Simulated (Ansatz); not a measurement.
Si: pressure against volume per atom

All results are calculated (Ansatz 0.2.0). Periodic Kohn-Sham DFT of a crystal at fixed atoms; pressure and stress are positive in compression; the energy is the free energy less that of spherical unpolarised free atoms; site moments are those in the method's own spheres, positive along +z.

Cell of the first row (space group Fd-3m, No. 227):
```
Si
1.0
      0.0000     2.6600     2.6600
      2.6600     0.0000     2.6600
      2.6600     2.6600     0.0000
Si
2
Direct
  0.50000 0.50000 0.50000
  0.75000 0.75000 0.75000
```

Settings of every row: method frozen-core PAW; functional PBE; relativity scalar; k mesh 11x11x11; filling fermi-dirac; smearing width 0.08 eV; wave cutoff 420 eV; paw set soft_2.

Atom start moment: 0 on all atoms.

```csv
row,volume per atom (Å³),pressure (GPa)
1,18.822,8.848
2,18.832,8.781
3,19.222,6.33
4,19.423,5.165
5,19.623,4.058
6,20.023,?
7,20.224,1.061
8,20.424,0.16
9,20.624,-0.694
10,20.824,-1.505
11,21.225,-3.005
```

Question: what pressure should row 6 give?

Worked fit of pressure. Take u = (V_r/V)^(2/3) − 1 with V_r = 19.924 Å³ an atom, which is twice the finite (Eulerian) strain; such expansions in the strain, on which the Birch-Murnaghan equation of state is built, carry the rest volume and the bulk modulus. The shown rows have u = 0.03866, 0.03829, 0.0242, 0.01712, 0.0102, -0.00991, -0.01639, -0.02276, -0.02902, -0.04129. Least squares give pressure = 2.4982 + 148.966 × u + 387.37 × u² + 193 × u³ GPa; a parabola predicts inner rows, each left out in turn, worse (root mean square 0.0038 against 0.0021 GPa). The rows lie off it by 0.001, 0.000, -0.003, 0.002, 0.000, 0.001, 0.000, 0.000, -0.002, 0.001. The pressure vanishes at u = -0.0176, or V = 20.46 Å³ an atom, and there the bulk modulus at fixed shape and fractions is B = −V dP/dV = (2/3)(1 + u) dP/du = 88.8 GPa. The withheld row has u = -0.0033, so the fit gives 2.4982 + 148.966 × (-0.0033) + 387.37 × (-0.0033)² + 193 × (-0.0033)³ = 2.011 GPa.

The calculation gave 2.009 GPa. The fit lies 0.002 GPa (0.017 % of the column's range) above it; its largest miss of a shown row is 0.003 GPa.
